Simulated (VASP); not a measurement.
# BAs (F-43m) in VASP: a series of runs

One crystal, BAs, is run at these levels: r2SCAN; tasks: equation of state, phonons.

Program: VASP 6.6.1. These are calculated values, not measurements. Logs are shortened: lines on timing, memory, paths and dates and some standing lists are left out, and cuts for length are marked.

## (1) The crystal as given

Symmetry: F-43m, No. 216, cubic system. The conventional cell has a = 4.777 Å, b = 4.777 Å, c = 4.777 Å, α = 90.00°, β = 90.00°, γ = 90.00°. As (site symmetry -43m) is surrounded by 4 B at 2.07 Å. Around B (site symmetry -43m) lie 4 As at 2.07 Å.

## (2) Equation of state, r2SCAN, 12.81 Å³/atom (volume scaled by 0.94)

INCAR reads:

```
  ALGO = Normal
  EDIFF = 1E-6
  ENCUT = 520
  ISIF = 2
  ISMEAR = -1
  LASPH = T
  LCHARG = F
  LMIXTAU = T
  LREAL = F
  LWAVE = F
  METAGGA = R2SCAN
  NELM = 80
  PREC = Accurate
  SIGMA = 0.05
```

KPOINTS reads:

```
k-points
0
Gamma
  10 10 10
```

POSCAR reads:

```
BAs
1.0
    0.0000000000      2.3397414207      2.3397414207
    2.3397414207      0.0000000000      2.3397414207
    2.3397414207      2.3397414207      0.0000000000
As B
1 1
Direct
    0.7500000000      0.7500000000      0.7500000000
    0.0000000000      0.0000000000      0.0000000000
```

Potentials or basis: VASP PAW PBE potentials, release 64 (As, B).

Started as:

```
$ cat potpaw_PBE.64/As/POTCAR potpaw_PBE.64/B/POTCAR > POTCAR
$ mpirun -np 1 vasp_std > vasp.out
```

OUTCAR:

```text
EDIFF = 1E-6
   ENCUT = 520
   ISIF = 2
   ISMEAR = -1
   LASPH = T
   LREAL = F
   METAGGA = R2SCAN
   NELM = 80
   PREC = Accurate

 Found     47 irreducible k-points:

 Following reciprocal coordinates:
            Coordinates               Weight
  0.000000  0.000000  0.000000      1.000000
  0.100000  0.000000  0.000000      8.000000
  0.200000  0.000000  0.000000      8.000000
  0.300000  0.000000  0.000000      8.000000
  0.400000  0.000000  0.000000      8.000000
  0.500000  0.000000  0.000000      4.000000
   k-points           NKPTS =     47   k-points in BZ     NKDIM =     47   number of bands    NBANDS=      8
   number of dos      NEDOS =    301   number of ions     NIONS =      2
   total plane-waves  NPLWV =  21952
   dimension x,y,z NGX =    28 NGY =   28 NGZ =   28
   dimension x,y,z NGXF=    56 NGYF=   56 NGZF=   56
   ions per type =               1   1
   NGX,Y,Z   is equivalent  to a cutoff of  14.07, 14.07, 14.07 a.u.
   NGXF,Y,Z  is equivalent  to a cutoff of  28.14, 28.14, 28.14 a.u.
 SYSTEM =  unknown system
   PREC   = accura    normal or accurate (medium, high low for compatibility)
   ISTART =      0    job   : 0-new  1-cont  2-samecut
   ICHARG =      2    charge: 1-file 2-atom 10-const
   ISPIN  =      1    spin polarized calculation?
   LNONCOLLINEAR =      F non collinear calculations
   LSORBIT =      F    spin-orbit coupling
   LASPH  =      T    aspherical Exc in radial PAW
   ENCUT  =  520.0 eV  38.22 Ry    6.18 a.u.   6.15  6.15  6.15*2*pi/ulx,y,z
   NELM   =     80;   NELMIN=  2; NELMDL= -5     # of ELM steps
   EDIFF  = 0.1E-05   stopping-criterion for ELM
   LREAL  =      F    real-space projection
   EDIFFG = 0.1E-04   stopping-criterion for IOM
   NSW    =      0    number of steps for IOM
   IBRION =     -1    ionic relax: 0-MD 1-quasi-New 2-CG
   NFREE  =      0    steps in history (QN), initial steepest desc. (CG)
   ISIF   =      2    stress and relaxation
   ISYM   =      2    0-nonsym 1-usesym 2-fastsym
   POTIM  = 0.5000    time-step for ionic-motion
   TEBEG  =    0.0;   TEEND  =   0.0 temperature during run
   PSTRESS=    0.0 pullay stress
   NELECT =       8.0000    total number of electrons
   NUPDOWN=      -1.0000    fix difference up-down
   EMIN   =  10.00;   EMAX   =-10.00  energy-range for DOS
   EFERMI =   0.00;   METHOD = LEGACY
   ISMEAR =    -1;   SIGMA  =   0.05  broadening in eV -4-tet -1-fermi 0-gaus
   EFERMI_NEDOS =   21; number of points for ismear=-14 and -15
   IALGO  =     38    algorithm
   IMIX   =      4    mixing-type and parameters
     AMIX     =   0.40;   BMIX     =  1.00
     AMIX_MAG =   1.60;   BMIX_MAG =  1.00
  volume/ion in A,a.u.               =      12.81        86.44
  Fermi-wavevector in a.u.,A,eV,Ry     =   1.110692  2.098903 16.784646  1.233637
  Thomas-Fermi vector in A             =   2.247246
   LORBIT       =      0    0 simple, 1 ext, 2 COOP (PROOUT), +10 PAW based schemes
   METAGGA = R2SCAN    functional components
   LHFCALC =     F    Hartree Fock is set to
   AEXX    =    0.0000 exact exchange contribution
   IVDW    =     0    specifies the selected vdW correction
   LEPSILON=     F    determine dielectric tensor
   LRPA    =     F    only Hartree local field effects (RPA)
 non-spin polarized calculation
  energy-cutoff  :      520.00
  volume of cell :       25.62
 maximum number of plane-waves:       701
 NGX is ok and might be reduce to    28
   NGX = 13   NGY = 13   NGZ = 13

 number of electron       8.0000000 magnetization

 Free energy of the ion-electron system (eV)
  ---------------------------------------------------
  ext. energy  EPLUGINS =         0.00000000
  ---------------------------------------------------
  free energy    TOTEN  =       -22.19674191 eV

  energy without entropy =      -22.19674189  energy(sigma->0) =      -22.19674190

 E-fermi :   7.3676     XC(G=0): -11.4161

 val. band max:        6.7344095777   @ k =   0.0000   0.0000   0.0000
 cond. band min:       8.0357558111   @ k =   0.4000   0.4000   0.0000
 fundamental gap:      1.3013462334
 Fermi energy:         7.3675583040

 k-point     1 :       0.0000    0.0000    0.0000
  band No.  band energies     occupation
      1     -10.0287      2.00000
      2       6.7344      1.99999
      3       6.7344      1.99999
      4       6.7344      1.99999
      5      10.2527      0.00000
      6      10.2527      0.00000
      7      10.2527      0.00000
      8      12.7282      0.00000

 k-point     2 :       0.1000    0.0000    0.0000
  band No.  band energies     occupation
      1      -9.8464      2.00000
      2       5.2183      2.00000
      3       6.3887      2.00000
      4       6.3887      2.00000
      5      10.6029      0.00000
      6      10.7059      0.00000
      7      10.7059      0.00000
      8      13.4859      0.00000

 k-point     3 :       0.2000    0.0000    0.0000
  band No.  band energies     occupation
      1      -9.3076      2.00000
      2       2.6254      2.00000
      3       5.7388      2.00000
      4       5.7388      2.00000
      5      10.5465      0.00000
      6      11.5064      0.00000
      7      11.5064      0.00000
      8      15.0520      0.00000

 k-point     4 :       0.3000    0.0000    0.0000
  band No.  band energies     occupation
      1      -8.4474      2.00000
      2       0.0948      2.00000
      3       5.1690      2.00000
      4       5.1690      2.00000
      5      10.3205      0.00000
      6      11.9201      0.00000
      7      11.9201      0.00000
      8      16.2287      0.00000

 k-point     5 :       0.4000    0.0000    0.0000
  band No.  band energies     occupation
      1      -7.4004      2.00000
      2      -2.0028      2.00000
      3       4.8049      2.00000
      4       4.8049      2.00000
      5      10.1539      0.00000
      6      11.9096      0.00000
      7      11.9096      0.00000
      8      16.4831      0.00000

 k-point     6 :       0.5000    0.0000    0.0000
  band No.  band energies     occupation
      1      -6.7667      2.00000
      2      -2.9931      2.00000
      3       4.6811      2.00000
      4       4.6811      2.00000
      5      10.0961      0.00000
      6      11.8528      0.00000
      7      11.8528      0.00000
      8      16.4400      0.00000

 [... further k-points ...]
[... 5 lines left out ...]
  --------------------------------------------------------------------------------------
  -------------------------------------------------------------------------------------
  Total        1.7741675      1.7741675      1.7741675      0.0000000      0.0000000     -0.0000000
  in kB      110.9613212    110.9613212    110.9613212      0.0000000      0.0000000     -0.0000000
  external PRESSURE =     110.9613212 kB  Pullay stress =       0.0000000 kB

 VOLUME and BASIS-vectors are now :
 -----------------------------------------------------------------------------
  energy-cutoff  :      520.00
  volume of cell :       25.62
      direct lattice vectors                 reciprocal lattice vectors
     0.000000000  2.339741421  2.339741421    -0.213698828  0.213698828  0.213698828
     2.339741421  0.000000000  2.339741421     0.213698828 -0.213698828  0.213698828
     2.339741421  2.339741421  0.000000000     0.213698828  0.213698828 -0.213698828

 POSITION                                       TOTAL-FORCE (eV/Angst)
 -----------------------------------------------------------------------------------
      3.50961      3.50961      3.50961        -0.000000     -0.000000      0.000000
      0.00000      0.00000      0.00000         0.000000      0.000000     -0.000000
 -----------------------------------------------------------------------------------
    total drift:                                0.000000      0.000000      0.000000

  FREE ENERGIE OF THE ION-ELECTRON SYSTEM (eV)
  ---------------------------------------------------
  free  energy   TOTEN  =       -22.1967419134 eV

  energy  without entropy=      -22.1967418864  energy(sigma->0) =      -22.19674190
```

Wall time 59 s (1 thread of Intel Xeon Platinum 8559C (Emerald Rapids), shared host); peak memory 0.16 GiB.

Results:

```
Free energy            : -22.1967 eV
Pressure               : 11.1 GPa
Band gap on the k mesh : 1.30 eV, indirect (least direct gap 3.52 eV)
```

Caveat: the PAW data sets were made with another functional, which shifts forces and pressure a little.

## (3) Equation of state, r2SCAN, 13.08 Å³/atom (volume scaled by 0.96)

INCAR reads:

```
PREC = Accurate
ENCUT = 520
EDIFF = 1E-6
ISMEAR = -1
SIGMA = 0.05
LREAL = F
LASPH = T
NELM = 100
ALGO = Normal
ISIF = 2
LWAVE = F
LCHARG = F
METAGGA = R2SCAN
LMIXTAU = T
```

KPOINTS reads:

```
Automatic mesh
0
Gamma
  10 10 10
```

POSCAR reads:

```
BAs
1.0
    0.0000000000      2.3562190158      2.3562190158
    2.3562190158      0.0000000000      2.3562190158
    2.3562190158      2.3562190158      0.0000000000
As B
1 1
Direct
    0.7500000000      0.7500000000      0.7500000000
    0.0000000000      0.0000000000      0.0000000000
```

Potentials or basis: VASP PAW PBE potentials, release 64 (As, B).

Started as:

```
$ cat potpaw_PBE.64/As/POTCAR potpaw_PBE.64/B/POTCAR > POTCAR
$ mpirun -np 1 vasp_std > vasp.out
```

Wall time 58 s (1 thread of Intel Xeon Platinum 8559C (Emerald Rapids), shared host); peak memory 0.16 GiB.

It converged, with:

```yaml
Free_energy: -22.2282 eV
Pressure: 7.3 GPa
Band_gap_on_the_k_mesh: 1.33 eV, indirect (least direct gap 3.49 eV)
```

Caveat: the PAW data sets were made with another functional, which shifts forces and pressure a little.

## (4) Equation of state, r2SCAN, 13.35 Å³/atom (volume scaled by 0.98)

INCAR reads:

```
SYSTEM = BAs
ALGO     = Normal         ! electronic algorithm
EDIFF    = 1E-7           ! SCF threshold, eV
ENCUT    = 520            ! plane-wave cutoff, eV
ISIF     = 2              ! what is computed and relaxed
ISMEAR   = -1             ! smearing method
LASPH    = .TRUE.         ! aspherical terms in the spheres
LCHARG   = .FALSE.        ! write CHGCAR
LMIXTAU  = .TRUE.       
LREAL    = .FALSE.        ! projectors in reciprocal space
LWAVE    = .FALSE.        ! write WAVECAR
METAGGA  = R2SCAN         ! meta-GGA
NELM     = 60             ! most SCF steps
PREC     = Accurate       ! precision mode
SIGMA    = 0.05           ! smearing width, eV
```

KPOINTS reads:

```
k-points
0
G
  10 10 10
  0 0 0
```

POSCAR reads:

```
BAs
1.0
    0.0000000000      2.3724693156      2.3724693156
    2.3724693156      0.0000000000      2.3724693156
    2.3724693156      2.3724693156      0.0000000000
As B
1 1
Direct
    0.7500000000      0.7500000000      0.7500000000
    0.0000000000      0.0000000000      0.0000000000
```

Started as:

```
$ cat potpaw_PBE.64/As/POTCAR potpaw_PBE.64/B/POTCAR > POTCAR
$ mpirun -np 1 vasp_std > vasp.out
```

It took 74 s on 1 thread of Intel Xeon Platinum 8559C (Emerald Rapids), shared host; peak memory 0.16 GiB.

It converged, with:

| Quantity | Value |
| --- | --- |
| Free energy | -22.2474 eV |
| Pressure | 3.9 GPa |
| Band gap on the k mesh | 1.35 eV, indirect (least direct gap 3.47 eV) |

Caveat: the PAW data sets were made with another functional, which shifts forces and pressure a little.

## (5) Equation of state, r2SCAN, 13.90 Å³/atom (volume scaled by 1.02)

INCAR reads:

```
SYSTEM = BAs
PREC = Accurate ; ENCUT = 520
EDIFF = 1E-7 ; ISMEAR = -1
SIGMA = 0.05 ; LREAL = .FALSE.
LASPH = .TRUE. ; NELM = 80
ALGO = Normal ; ISIF = 2
LWAVE = .FALSE. ; LCHARG = .FALSE.
METAGGA = R2SCAN ; LMIXTAU = .TRUE.
```

KPOINTS reads:

```
Automatic mesh
0
G
  10 10 10
  0 0 0
```

POSCAR reads:

```
BAs
1.0
    0.0000000000      2.4043183418      2.4043183418
    2.4043183418      0.0000000000      2.4043183418
    2.4043183418      2.4043183418      0.0000000000
As B
1 1
Direct
    0.7500000000      0.7500000000      0.7500000000
    0.0000000000      0.0000000000      0.0000000000
```

Started as:

```
$ cat potpaw_PBE.64/As/POTCAR potpaw_PBE.64/B/POTCAR > POTCAR
$ mpirun -np 1 vasp_std > vasp.out
```

It took 71 s on 1 thread of Intel Xeon Platinum 8559C (Emerald Rapids), shared host; peak memory 0.16 GiB.

It converged, with:

```
Free energy            : -22.2540 eV
Pressure               : -1.9 GPa
Band gap on the k mesh : 1.39 eV, indirect (least direct gap 3.42 eV)
```

Caveat: the PAW data sets were made with another functional, which shifts forces and pressure a little.

## (6) Equation of state, r2SCAN, 14.17 Å³/atom (volume scaled by 1.04)

INCAR reads:

```
PREC = Accurate
ENCUT = 520
EDIFF = 1E-6
ISMEAR = -1
SIGMA = 0.05
LREAL = False
LASPH = True
NELM = 80
ALGO = Normal
ISIF = 2
LWAVE = False
LCHARG = False
METAGGA = R2SCAN
LMIXTAU = True
```

KPOINTS reads:

```
regular mesh
0
Gamma
  10 10 10
```

POSCAR reads:

```
BAs
1.0
    0.0000000000      2.4199312360      2.4199312360
    2.4199312360      0.0000000000      2.4199312360
    2.4199312360      2.4199312360      0.0000000000
As B
1 1
Direct
    0.7500000000      0.7500000000      0.7500000000
    0.0000000000      0.0000000000      0.0000000000
```

Potentials or basis: VASP PAW PBE potentials, release 64 (As, B).

Started as:

```
$ cat potpaw_PBE.64/As/POTCAR potpaw_PBE.64/B/POTCAR > POTCAR
$ mpirun -np 1 vasp_std > vasp.out
```

Wall time 58 s (1 thread of Intel Xeon Platinum 8559C (Emerald Rapids), shared host); peak memory 0.16 GiB.

It converged, with:

```yaml
Free_energy: -22.2433 eV
Pressure: -4.4 GPa
Band_gap_on_the_k_mesh: 1.41 eV, indirect (least direct gap 3.40 eV)
```

Caveat: the PAW data sets were made with another functional, which shifts forces and pressure a little.

## (7) Equation of state, r2SCAN, 14.44 Å³/atom (volume scaled by 1.06)

INCAR reads:

```
  PREC = Accurate
  ENCUT = 520
  EDIFF = 1E-7
  ISMEAR = -1
  SIGMA = 0.05
  LREAL = False
  LASPH = True
  NELM = 100
  ALGO = Normal
  ISIF = 2
  LWAVE = False
  LCHARG = False
  METAGGA = R2SCAN
  LMIXTAU = True
```

KPOINTS reads:

```
Automatic mesh
0
Gamma
  10 10 10
```

POSCAR reads:

```
BAs
1.0
    0.0000000000      2.4353452264      2.4353452264
    2.4353452264      0.0000000000      2.4353452264
    2.4353452264      2.4353452264      0.0000000000
As B
1 1
Direct
    0.7500000000      0.7500000000      0.7500000000
    0.0000000000      0.0000000000      0.0000000000
```

Started as:

```
$ cat potpaw_PBE.64/As/POTCAR potpaw_PBE.64/B/POTCAR > POTCAR
$ mpirun -np 1 vasp_std > vasp.out
```

Wall time 78 s (1 thread of Intel Xeon Platinum 8559C (Emerald Rapids), shared host); peak memory 0.16 GiB.

Results (log left out):

```yaml
Free_energy: -22.2245 eV
Pressure: -6.7 GPa
Band_gap_on_the_k_mesh: 1.43 eV, indirect (least direct gap 3.38 eV)
```

Caveat: the PAW data sets were made with another functional, which shifts forces and pressure a little.

(Continued in part 2 of 2.)
